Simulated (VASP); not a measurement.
# KI: K into a neighbouring K vacancy, part 2 of 5

How hard is this move in KI: K into a neighbouring K vacancy? Both ends are relaxed first, then a band of images between them. The start is a cell from a database of measured crystal structures.

VASP 6.6.1; PBEsol; plane waves and PAW (I, K_pv).

So far. Step 2 (Relax the host): The run ended after 2 ionic steps, 0.000 eV below its first step, once forces and stress met EDIFFG = -0.02.

## (3) Relax the start

System of this step: K26I27. The cell holds 53 atoms: 27 I and 26 K. Its edges and angles: a = 14.969 Å, b = 14.969 Å, c = 14.969 Å, α = 60.0°, β = 60.0°, γ = 60.0°. It derives from KI. Nearest the centre at fractional (0.000, 0.000, 0.167): K28 at 2.47 Å, I7 at 2.50 Å, I19 at 2.52 Å, K36 at 4.29 Å, K34 at 4.30 Å, I25 at 4.32 Å, K30 at 4.33 Å, I3 at 4.33 Å. The cell carries charge −1.

A path needs two true minima; the start is relaxed with symmetry off.

This cell carries charge -1, set by NELECT and balanced by a uniform background.

Contents of INCAR:

```
SYSTEM = K26I27
PREC = Normal
ENCUT = 280
EDIFF = 1E-05
NELM = 120
ISMEAR = 0
SIGMA = 0.05
LREAL = Auto
ALGO = Fast
GGA = PS
NELECT = 372
NBANDS = 228
LORBIT = 11
LWAVE = .FALSE.
LCHARG = .FALSE.
NCORE = 6
LASPH = .TRUE.
IBRION = 2
NSW = 60
ISIF = 2
EDIFFG = -0.05
POTIM = 0.4
MAXMIX = 40
ISYM = 0
```

Contents of POSCAR:

```
K26I27
1.0
    0.0000000000     10.5846561690     10.5846561690
   10.5846561690      0.0000000000     10.5846561690
   10.5846561690     10.5846561690      0.0000000000
I K
27 26
Direct
    0.1674285913      0.1665291120      0.1674572122
    0.1691749085      0.1650018620      0.4992024531
    0.1680674148      0.1659547882      0.8330306239
    0.1669321479      0.5007675481      0.1664548901
    0.1667530416      0.4990026474      0.4996058023
    0.1658621239      0.5002519377      0.8342129321
    0.1671700920      0.8328452928      0.1656772695
    0.1691007477      0.8328014857      0.5000110883
    0.1672782852      0.8323914781      0.8291523721
    0.5008060303      0.1662712722      0.1662643208
    0.4965917981      0.1693613735      0.5013070080
    0.4993074832      0.1686120601      0.8352478133
    0.4990867875      0.5012296418      0.1644657957
    0.4980919618      0.5006170625      0.4995889226
    0.4990826552      0.5007316610      0.8324655438
    0.4994650856      0.8329115956      0.1672688222
    0.5005841165      0.8333554686      0.5010997681
    0.5009905305      0.8313953180      0.8337252800
    0.8323541037      0.1693738073      0.1656207244
    0.8318759549      0.1675309234      0.4990978329
    0.8326120070      0.1655321214      0.8345701063
    0.8341271314      0.4983242656      0.1662499891
    0.8322706881      0.4979472160      0.5024977783
    0.8339689061      0.4988022420      0.8350117647
    0.8350495014      0.8320960594      0.1663718841
    0.8307608198      0.8331059102      0.5019202189
    0.8337485631      0.8343830993      0.8320756989
   -0.0028528514      0.0005945578      0.3331046501
   -0.0007976333     -0.0004121242      0.6687487347
    0.0008644841      0.3333539121     -0.0000225606
   -0.0006751140      0.3338292665      0.3344930839
   -0.0008845478      0.3299648298      0.6695460696
   -0.0011844443      0.6651578748      0.0012467989
   -0.0001149304      0.6684112103      0.3322176502
    0.0019023659      0.6670673394      0.6660286843
    0.3307135322     -0.0002415458      0.0009651018
    0.3309211234      0.0011111474      0.3355352535
    0.3338212791      0.0011222005      0.6658170439
    0.3326391602      0.3326772883      0.0007201533
    0.3325420507      0.3353828323      0.3321710961
    0.3281231000      0.3338835584      0.6689959636
    0.3342120526      0.6638966722      0.0039356039
    0.3342770986      0.6641343348      0.3335024411
    0.3339851354      0.6670200972      0.6653570870
    0.6671453331     -0.0008122309      0.0000464009
    0.6662646179     -0.0013937576      0.3331310615
    0.6645661964      0.0000354162      0.6666435607
    0.6651890107      0.3347091399      0.0013771629
    0.6655698632      0.3339983129      0.3336349159
    0.6654365562      0.3323729206      0.6684304097
    0.6643237881      0.6670140550      0.0012272355
    0.6686858442      0.6677223179      0.3305762096
    0.6659087653      0.6633850900      0.6677270359
```

Contents of KPOINTS:

```
Automatic mesh
0
Gamma
1 1 1
0 0 0
```

The projector-augmented-wave data sets are I and K_pv (PBE family, release 64).

On the command line:

```
$ mpirun -np 6 vasp_gam
```

The program printed:

```text
[banner, memory and clock lines left out]
running    6 mpi-ranks, on    1 nodes
 distrk:  each k-point on    6 cores,    1 groups
 distr:  one band on    6 cores,    1 groups

 POSCAR found type information on POSCAR I K
 POSCAR found :  2 types and      53 ions
 [... a notice as in an earlier step ...]

 [... a notice as in an earlier step ...]

 LDA part: xc-table for (Slater+PW92), standard interpolation
 POSCAR, INCAR and KPOINTS ok, starting setup
 FFT: planning ... GRIDC
 FFT: planning ... GRID_SOFT
 FFT: planning ... GRID
 WAVECAR not read
 entering main loop
       N       E                     dE             d eps       ncg     rms          rms(c)
DAV:   1     0.267553993470E+04    0.26755E+04   -0.11521E+05   480   0.896E+02
DAV:   2     0.164112887379E+03   -0.25114E+04   -0.24119E+04   616   0.251E+02
DAV:   3    -0.139974317701E+03   -0.30409E+03   -0.30277E+03   520   0.755E+01
DAV:   4    -0.153692825955E+03   -0.13719E+02   -0.13699E+02   544   0.174E+01
DAV:   5    -0.154116619867E+03   -0.42379E+00   -0.42376E+00   624   0.365E+00BRMIX: very serious problems
 the old and the new charge density differ
 old charge density:   371.00000 new  372.00000
    0.122E+01
RMM:   6    -0.151507805372E+03    0.26088E+01   -0.42014E+00   456   0.214E+00    0.808E+00
RMM:   7    -0.151436355224E+03    0.71450E-01   -0.65127E+00   456   0.273E+00    0.323E+00
RMM:   8    -0.151432881827E+03    0.34734E-02   -0.33153E-01   456   0.865E-01    0.619E-01
RMM:   9    -0.151434319484E+03   -0.14377E-02   -0.22011E-02   458   0.272E-01    0.608E-01
RMM:  10    -0.151435327256E+03   -0.10078E-02   -0.81774E-03   465   0.157E-01    0.131E-01
RMM:  11    -0.151435831206E+03   -0.50395E-03   -0.44823E-03   465   0.105E-01    0.171E-01
RMM:  12    -0.151435848032E+03   -0.16825E-04   -0.70644E-04   542   0.442E-02    0.129E-01
RMM:  13    -0.151435810307E+03    0.37725E-04   -0.19200E-04   424   0.217E-02    0.394E-02
RMM:  14    -0.151435827223E+03   -0.16916E-04   -0.12455E-04   387   0.162E-02    0.191E-02
RMM:  15    -0.151435829398E+03   -0.21750E-05   -0.18334E-05   279   0.717E-03
   1 F= -.15143583E+03 E0= -.15143583E+03  d E =-.151436E+03
 curvature:   0.00 expect dE= 0.000E+00 dE for cont linesearch  0.000E+00
 trial: gam= 0.00000 g(F)=  0.238E-01 g(S)=  0.000E+00 ort = 0.000E+00 (trialstep = 0.100E+01)
 search vector abs. value=  0.238E-01
 bond charge predicted
       N       E                     dE             d eps       ncg     rms          rms(c)
DAV:   1    -0.151456053188E+03   -0.20226E-01   -0.11484E+00   488   0.154E+00    0.245E-01
RMM:   2    -0.151458516173E+03   -0.24630E-02   -0.26661E-02   456   0.276E-01    0.133E-01
RMM:   3    -0.151458743128E+03   -0.22695E-03   -0.33760E-03   456   0.115E-01    0.128E-01
RMM:   4    -0.151458621010E+03    0.12212E-03   -0.75951E-04   456   0.512E-02    0.743E-02
RMM:   5    -0.151458591004E+03    0.30006E-04   -0.43948E-04   455   0.311E-02    0.417E-02
RMM:   6    -0.151458599885E+03   -0.88804E-05   -0.75883E-05   381   0.148E-02
   2 F= -.15145860E+03 E0= -.15145860E+03  d E =-.227705E-01
[...]
3 F= -.15151420E+03 E0= -.15151420E+03  d E =-.783721E-01
[...]
4 F= -.15156938E+03 E0= -.15156938E+03  d E =-.133548E+00
[...]
5 F= -.15157105E+03 E0= -.15157105E+03  d E =-.135221E+00
[...]
6 F= -.15158030E+03 E0= -.15158030E+03  d E =-.925377E-02
 trial-energy change:   -0.009254  1 .order   -0.009168   -0.010141   -0.008194
 step:   9.8973(harm= 15.8334)  dis= 0.03408  next Energy=  -151.590541 (dE=-0.195E-01)
 bond charge predicted
       N       E                     dE             d eps       ncg     rms          rms(c)
DAV:   1    -0.151575705425E+03    0.45957E-02   -0.82566E+00   480   0.435E+00    0.578E-01
RMM:   2    -0.151592190006E+03   -0.16485E-01   -0.17611E-01   456   0.766E-01    0.389E-01
RMM:   3    -0.151594430003E+03   -0.22400E-02   -0.20152E-02   456   0.304E-01    0.407E-01
RMM:   4    -0.151594864718E+03   -0.43472E-03   -0.37371E-03   456   0.135E-01    0.422E-01
RMM:   5    -0.151594931776E+03   -0.67057E-04   -0.90402E-04   456   0.688E-02    0.419E-01
RMM:   6    -0.151594883554E+03    0.48221E-04   -0.22652E-04   468   0.343E-02    0.411E-01
RMM:   7    -0.151594484249E+03    0.39930E-03   -0.51864E-04   459   0.337E-02    0.330E-01
RMM:   8    -0.151594437393E+03    0.46856E-04   -0.62976E-05   394   0.160E-02    0.302E-01
RMM:   9    -0.151594273463E+03    0.16393E-03   -0.13905E-04   393   0.188E-02    0.243E-01
RMM:  10    -0.151594100358E+03    0.17311E-03   -0.29853E-04   513   0.264E-02    0.135E-01
RMM:  11    -0.151594045356E+03    0.55002E-04   -0.13078E-04   428   0.187E-02    0.703E-02
RMM:  12    -0.151594038663E+03    0.66926E-05   -0.14434E-04   429   0.185E-02    0.554E-02
RMM:  13    -0.151594039786E+03   -0.11228E-05   -0.11168E-05   270   0.614E-03
   7 F= -.15159404E+03 E0= -.15159404E+03  d E =-.229896E-01
 curvature:  -7.01 expect dE=-0.557E-02 dE for cont linesearch -0.321E-02
 trial: gam=-0.16753 g(F)=  0.795E-03 g(S)=  0.000E+00 ort = 0.131E-02 (trialstep = 0.441E+01)
 search vector abs. value=  0.460E-03
 reached required accuracy - stopping structural energy minimisation
```

The job ended after 6.8 min (6 MPI ranks of AMD EPYC 7R43, shared host; peak memory 1.2 GiB).

Parts of OUTCAR (step 3):

```text
NELECT = 372

 ion  position               nearest neighbor table
   1  0.167  0.167  0.167-  39 3.51  37 3.51  36 3.53  30 3.54  31 3.54  28 3.56
   2  0.169  0.165  0.499-  37 3.47  38 3.51  40 3.53  31 3.54  32 3.55  29 3.55
   3  0.168  0.166  0.833-  41 3.47  36 3.50  38 3.51  32 3.52  30 3.54
   4  0.167  0.501  0.166-  42 3.50  40 3.51  33 3.53  34 3.53  39 3.53  31 3.54
   5  0.167  0.499  0.500-  41 3.50  40 3.50  43 3.52  34 3.54  35 3.54  32 3.56
   6  0.166  0.500  0.834-  41 3.51  30 3.51  33 3.51  35 3.52  39 3.53  44 3.54
   7  0.167  0.833  0.166-  36 3.50  42 3.50  34 3.51  43 3.55  28 3.55
   8  0.169  0.833  0.500-  37 3.49  44 3.50  35 3.52  43 3.55  29 3.55  28 3.59
   9  0.167  0.832  0.829-  29 3.48  44 3.48  38 3.55  33 3.55  42 3.62
  10  0.501  0.166  0.166-  46 3.52  48 3.52  45 3.53  39 3.53  40 3.55  37 3.55
  11  0.497  0.169  0.501-  38 3.50  41 3.52  40 3.53  47 3.53  49 3.53  46 3.59
  12  0.499  0.169  0.835-  39 3.49  50 3.49  45 3.52  47 3.57  36 3.57  41 3.57
  13  0.499  0.501  0.164-  42 3.44  48 3.49  51 3.50  43 3.51  40 3.52  49 3.55
  14  0.498  0.501  0.500-  43 3.49  44 3.52  49 3.52  50 3.56  41 3.56  52 3.57
  15  0.499  0.501  0.832-  53 3.49  44 3.52  50 3.52  39 3.54  42 3.54  48 3.55
  16  0.499  0.833  0.167-  51 3.51  52 3.52  45 3.53  43 3.54  36 3.55  37 3.56
  17  0.501  0.833  0.501-  46 3.50  53 3.51  38 3.52  44 3.52  37 3.55  52 3.56
  18  0.501  0.831  0.834-  51 3.50  47 3.52  53 3.54  42 3.54  38 3.55  36 3.55
  19  0.832  0.169  0.166-  48 3.51  28 3.52  30 3.52  49 3.52  46 3.57
  20  0.832  0.168  0.499-  49 3.51  28 3.52  31 3.53  50 3.54  47 3.54  29 3.57
  21  0.833  0.166  0.835-  32 3.50  29 3.51  45 3.51  50 3.53  48 3.56
  22  0.834  0.498  0.166-  30 3.51  33 3.51  49 3.52  31 3.53  52 3.53  51 3.54
  23  0.832  0.498  0.502-  53 3.50  31 3.52  50 3.52  32 3.53  52 3.55  34 3.58
  24  0.834  0.499  0.835-  30 3.51  48 3.52  32 3.54  51 3.54  53 3.55  35 3.56
  25  0.835  0.832  0.166-  34 3.50  52 3.50  33 3.51  46 3.53  45 3.54
  26  0.831  0.833  0.502-  47 3.51  46 3.53  28 3.53  34 3.54  53 3.54  35 3.55
  27  0.834  0.834  0.832-  29 3.50  45 3.52  35 3.53  33 3.54  47 3.54  51 3.56
  28  0.997  0.001  0.333-  19 3.52  20 3.52  26 3.53   7 3.55   1 3.56   8 3.59  34 4.96  46 4.97
                            49 4.98  36 4.98  30 4.98  47 4.99  35 4.99  31 5.02  37 5.02  29 5.03
  29  0.999  1.000  0.669-   9 3.48  27 3.50  21 3.51   2 3.55   8 3.55  20 3.57  32 4.95  45 4.96
                            37 4.98  35 4.98  50 4.99  33 4.99  44 4.99  38 5.00  31 5.00  47 5.02
  30  0.001  0.333  1.000-  22 3.51  24 3.51   6 3.51  19 3.52   1 3.54   3 3.54  41 4.93  33 4.96
                            36 4.97  39 4.97  28 4.98  32 4.98  35 5.00  31 5.00  48 5.00  49 5.01
  31  0.999  0.334  0.334-  23 3.52  22 3.53  20 3.53   1 3.54   4 3.54   2 3.54  37 4.97  52 4.97
                            33 4.97  40 4.98  32 4.99  39 4.99  34 5.00  50 5.00  30 5.00  49 5.00
  32  0.999  0.330  0.670-  21 3.50   3 3.52  23 3.53  24 3.54   2 3.55   5 3.56  41 4.95  29 4.95
                            38 4.97  48 4.98  30 4.98  31 4.99  50 4.99  53 4.99  40 5.02  35 5.04
  33  0.999  0.665  0.001-  22 3.51   6 3.51  25 3.51   4 3.53  27 3.54   9 3.55  52 4.94  30 4.96
                            31 4.97  35 4.98  45 4.98  34 4.99  39 4.99  29 4.99  51 4.99  44 5.02
[...]
53  0.666  0.663  0.668-  15 3.49  23 3.50  17 3.51  18 3.54  26 3.54  24 3.55  50 4.95  48 4.96
                            44 4.96  32 4.99  52 4.99  42 5.00  51 5.01  34 5.01  46 5.01  38 5.01

 Found      1 irreducible k-points:

   k-points           NKPTS =      1   k-points in BZ     NKDIM =      1   number of bands    NBANDS=    228

   dimension x,y,z NGX =    64 NGY =   64 NGZ =   64
   dimension x,y,z NGXF=   128 NGYF=  128 NGZF=  128

   ENCUT  =  280.0 eV  20.58 Ry    4.54 a.u.  20.42 20.42 20.42*2*pi/ulx,y,z

 E-fermi :  -1.0633

 k-point     1 :       0.0000    0.0000    0.0000
  band No.  band energies     occupation
    ...
    182      -1.3546      2.00000
    183      -1.3532      2.00000
    184      -1.3438      2.00000
    185      -1.3434      2.00000
    186      -1.3423      2.00000
    187       2.4038      0.00000
    188       3.6086      0.00000
    189       3.6094      0.00000
    190       3.6252      0.00000
    191       3.6946      0.00000
    ...

  Total        4.3450909      4.3087581      4.1971880     -0.0141294      0.0029209     -0.0041522
  in kB        2.9352776      2.9107334      2.8353635     -0.0095450      0.0019732     -0.0028050
  external PRESSURE =       2.8937915 kB  Pullay stress =       0.0000000 kB

  energy-cutoff  :      280.00
  volume of cell :     2371.70
      direct lattice vectors                 reciprocal lattice vectors
     0.000000000 10.584656169 10.584656169    -0.047238190  0.047238190  0.047238190
    10.584656169  0.000000000 10.584656169     0.047238190 -0.047238190  0.047238190
    10.584656169 10.584656169  0.000000000     0.047238190  0.047238190 -0.047238190

 POSITION                                       TOTAL-FORCE (eV/Angst)
 -----------------------------------------------------------------------------------
      3.55315      3.54960      3.53842        -0.009156     -0.006580     -0.006144
      7.04437      7.04372      3.54535        -0.002265      0.002237     -0.007449
     10.58224     10.59124      3.60983         0.000560     -0.003707      0.034713
      7.04389      3.54095      7.03364         0.004511     -0.002385      0.004066
     10.58337      7.03402      7.02907         0.002450      0.006182     -0.001518
     14.13162     10.58629      7.04177         0.002062     -0.005594     -0.010677
     10.58627      3.62790     10.57941        -0.000591      0.015794     -0.004451
     14.11311      7.04177     10.58775         0.025003     -0.013738     -0.003428
     17.52062     10.58302     10.57942        -0.014409     -0.008657      0.001255
      3.54411      7.04048      7.03589        -0.004225      0.004986      0.002236
      7.06258     10.56889      7.04977        -0.015696      0.001307     -0.020759
     10.59865     14.11953      7.03271        -0.008315      0.016407     -0.011415
      7.04760      7.04590     10.58471        -0.018356     -0.026683     -0.000211
     10.58476     10.58124     10.57736        -0.002113     -0.002044     -0.002508
     14.12112     14.11510     10.56630         0.013238      0.018498      0.003008
     10.59288      7.04943     14.10992        -0.006069     -0.013947      0.015724
     14.11446     10.59488     14.12714         0.021313     -0.002733      0.010510
     17.62087     14.13003     14.12024         0.006481     -0.000789      0.000639
      3.63686     10.57603     10.58267         0.016229      0.001821     -0.001584
      7.05329     14.11316     10.57146        -0.016904      0.017051     -0.002280
     10.59260     17.54477     10.56841        -0.009258     -0.026941      0.009353
      7.04652     10.58769     14.11316        -0.015090      0.000810      0.017842
     10.58382     14.12323     14.10775         0.000207      0.013335      0.011383
     14.13037     17.63083     14.13350        -0.004854      0.003082     -0.009288
     10.57865     10.58642     17.54897         0.004687     -0.001399     -0.034325
     14.13623     14.12665     17.60806        -0.004031     -0.003928      0.011480
     17.62381     17.61541     17.62079         0.005967      0.006989      0.008786
      3.47446     14.04787     10.57392         0.001717      0.007560      0.005410
      7.11317     17.69338     10.58417        -0.006375      0.006941     -0.004350
      3.47100      0.00834      3.47176         0.005988     -0.012054     -0.004551
      7.06991     14.11224     14.10189        -0.002789     -0.010260     -0.008829
     10.58279     17.70516     14.03672         0.005278     -0.006482      0.011098
     17.69165     21.16532     17.69103         0.010106      0.004192      0.005789
     10.59044     14.05605     17.69180        -0.007019      0.000734     -0.000609
     14.10472      7.06099      7.06863        -0.000574      0.001333     -0.004743
     10.58644      3.47377     14.05097         0.001347      0.004772      0.005011
     14.10958      7.06977     14.10594        -0.003620     -0.000700     -0.005120
     17.69248     10.58972     14.05494         0.004131     -0.010425      0.003565
[...]
-----------------------------------------------------------------------------------
    total drift:                               -0.024239      0.000802      0.038723

  FREE ENERGIE OF THE ION-ELECTRON SYSTEM (eV)
  ---------------------------------------------------
  free  energy   TOTEN  =      -151.5940397861 eV

  energy  without entropy=     -151.5940397861  energy(sigma->0) =     -151.59403979

 total charge
# of ion       s       p       d       tot
------------------------------------------
    1        1.491   2.847   0.001   4.339
    2        1.491   2.847   0.001   4.340
    3        1.491   2.847   0.001   4.340
    4        1.491   2.848   0.001   4.340
    5        1.491   2.845   0.001   4.337
    6        1.491   2.846   0.001   4.338
    7        1.491   2.847   0.001   4.340
    8        1.491   2.845   0.001   4.338
    9        1.491   2.847   0.001   4.340
   10        1.491   2.847   0.001   4.340
   11        1.491   2.845   0.001   4.338
   12        1.491   2.845   0.001   4.338
   13        1.491   2.846   0.001   4.338
   14        1.491   2.845   0.001   4.338
   15        1.491   2.846   0.001   4.338
   16        1.491   2.845   0.001   4.338
   17        1.491   2.845   0.001   4.338
   18        1.491   2.847   0.001   4.340
   19        1.491   2.847   0.001   4.340
   20        1.491   2.845   0.001   4.337
   21        1.491   2.847   0.001   4.340
   22        1.491   2.845   0.001   4.338
   23        1.491   2.845   0.001   4.338
   24        1.491   2.847   0.001   4.339
   25        1.491   2.847   0.001   4.340
   26        1.491   2.847   0.001   4.339
   27        1.491   2.847   0.001   4.339
   28        0.067   6.069   0.063   6.199
   29        0.067   6.068   0.062   6.198
   30        0.068   6.070   0.063   6.201
   31        0.069   6.073   0.065   6.207
   32        0.068   6.070   0.063   6.200
   33        0.068   6.070   0.063   6.201
   34        0.068   6.070   0.063   6.201
   35        0.069   6.073   0.064   6.206
   36        0.068   6.070   0.063   6.201
   37        0.069   6.073   0.065   6.207
[...]
--------------------------------------------------
tot         42.053 234.737   1.703 278.493

[... 1 part as in an earlier step ...]

[... 2 further parts left out ...]
```

Step by step:

```tsv
step	energy less that of the first step (eV)	largest force (eV/Å)
1	0.0000	0.2379
2	-0.0228	0.2181
3	-0.0784	0.1584
4	-0.1335	0.0816
5	-0.1352	0.0958
6	-0.1445	0.0764
7	-0.1582	0.0389
```

The atoms that moved most (Å):

```tsv
atom	dx	dy	dz	length
K42	0.042	-0.116	0.015	0.124
I7	0.017	0.105	-0.005	0.106
I21	0.007	-0.102	0.003	0.102
I25	0.010	-0.013	-0.097	0.099
K33	0.053	-0.005	0.078	0.095
K48	-0.081	0.050	0.000	0.095
I19	0.091	0.013	-0.020	0.094
K38	0.049	0.009	-0.075	0.090
```

A gap read on the k-mesh alone can miss the band edges.

This step gave:

| Property | Result |
| --- | --- |
| electronic cycles | 63 |
| electrons | 372 |
| free energy (TOTEN) | -151.5940 eV |
| Fermi energy | -1.063 eV |
| gap on the k-mesh | 3.746 eV |
| least direct gap on the k-mesh | 3.746 eV |

The run ended after 7 ionic steps, 0.158 eV below its first step, once the forces on the free atoms met EDIFFG = -0.05.

[end of part 2 of 5]

[Lines on the potential files, build, host, timing and source positions are cut from VASP's logs without a mark.]

[Logs are printed without paths, hosts, clocks, repeated set-up lines and the standing remarks that a program may print on its own settings, such as how far it seeks lower states.]

[Hosts, paths, dates, database ids (printed as entryN), source tags and the programs' standing remarks are cut or masked in the printed files.]

[Runs that stopped without an error message from VASP are left out.]
